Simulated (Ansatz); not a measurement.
**Si: two-dimensional strain map**

Method: DFT PBE, scalar-relativistic, plane waves, PAW (Ansatz). The runs took a 420 eV cutoff, a Γ-centred 24×24×20 mesh and Gaussian smearing (0.15 eV). No spin polarisation. Energies are free energies at this smearing, counted from the undisturbed cell; pressure is positive in compression.

The starting cell (as given, not relaxed at this level; it stands at 3.2 GPa; this form isn't the usual structure):

```
Si
1.0
     2.62054    0.00000    0.00000
    -1.31027    2.26946    0.00000
     0.00000    0.00000    2.46635
Si
1
Direct
  0.00000 0.00000 0.00000
```

The cell is strained by p along both x and y and by q along z, fractional coordinates fixed. Points are written (p, q).

Energy above the undisturbed cell in meV/atom (a dash: not computed):

| p \ q | -0.050 | -0.025 | 0.000 | 0.025 | 0.050 |
| --- | --- | --- | --- | --- | --- |
| -0.050 | 192.0 | 140.4 | 114.2 | 106.3 | 114.0 |
| -0.025 | 101.1 | 55.9 | 34.5 | 32.6 | 44.8 |
| 0.000 | 54.6 | 16.4 | 0.0 | 1.6 | 18.3 |
| 0.025 | 42.9 | 11.4 | 0.7 | 5.7 | 24.7 |
| 0.050 | 61.3 | 33.0 | 27.9 | 37.1 | 57.9 |

Pressure in GPa:

```
 p \ q  -0.050  -0.025  0.000  0.025  0.050
-0.050    29.6    23.6   18.7   14.7   11.5
-0.025    19.5    14.2    9.9    6.5    3.7
 0.000    11.7     6.9    3.2    0.3   -2.1
 0.025     5.6     1.4   -1.8   -4.3   -6.3
 0.050     1.0    -2.8   -5.7   -7.7   -9.4
```

Cost: 25 runs of about 2.3 core-minutes in all, on Intel Xeon Processor @ 2.70GHz (shared hosts).